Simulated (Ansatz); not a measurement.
Crystal: BaTiO3.

```
Ba Ti O
1.0
    -0.09159    0.02278   -3.96240
     3.88088    4.13178    0.06850
     3.92317   -4.17407    0.11386
Ba Ti O
2 2 6
Direct
  0.99749 0.00015 0.00043
  0.99982 0.49875 0.50109
  0.50075 0.49906 0.99785
  0.50366 0.99877 0.49738
  0.99896 0.49878 0.99824
  0.00194 0.99976 0.50212
  0.49413 0.25153 0.25251
  0.49937 0.75231 0.74826
  0.50326 0.25086 0.74969
  0.50062 0.75003 0.25243
```

* Program: Ansatz 0.2.0
* Task: relaxation of cell and atoms
* Functional: RPBE
* Dispersion: D3(BJ)
* Potentials or basis: Ansatz PAW
* Cutoff: 420 eV (not typed: the program's choice for these potentials)
* k mesh: 7 × 5 × 5
* Occupations: fermi-dirac, width 0.05 eV
* Spin: no spin polarisation

At the start: volume 12.83 Å³/atom.

Task: How do energy, volume and symmetry change on relaxing?

Result: It ends after 8 steps and the volume is 11.50 Å³/atom (-10.4 %); space group Pm-3m (No. 221, to 0.05 Å).

Step by step:
```
step  energy change (eV)  largest force (eV/Å)  volume (Å³)
   1              0.0000                0.2709       128.34
   2             -1.1200                0.1403       117.47
   3             -1.2198                0.1634       113.82
   4             -1.2301                0.0891       115.21
   5             -1.2305                0.0017       115.18
   6             -1.2107                0.0017       115.18
   7             -1.2115                0.0002       115.00
   8             -1.2111                0.0002       115.00
```

Final structure:
```
CELL_PARAMETERS angstrom
-0.00022 0.00004 -3.85972
3.85971 3.85975 -0.00014
3.85970 -3.85974 -0.00024
ATOMIC_POSITIONS crystal
Ba 0.00000 0.00000 0.00000
Ba 0.00000 0.50000 0.50000
Ti 0.50001 0.50001 0.00000
Ti 0.49999 0.00001 0.50000
O 0.00000 0.50000 0.00000
O 0.00000 0.00000 0.50000
O 0.50000 0.25000 0.25000
O 0.50000 0.75000 0.75000
O 0.50000 0.25000 0.75000
O 0.50000 0.75000 0.25000
```

Caveat: the plane-wave basis is chosen anew once the cell has moved, so the energies of steps on either side of that aren't comparable; the pressure holds a Pulay correction of +0.5 GPa for the finite cutoff; the volume moved by -10 % from the deposited cell, more than functionals usually miss; the PAW data sets come from PBE, with cores solved anew for the run's functional, which leaves a small shift of forces and pressure.
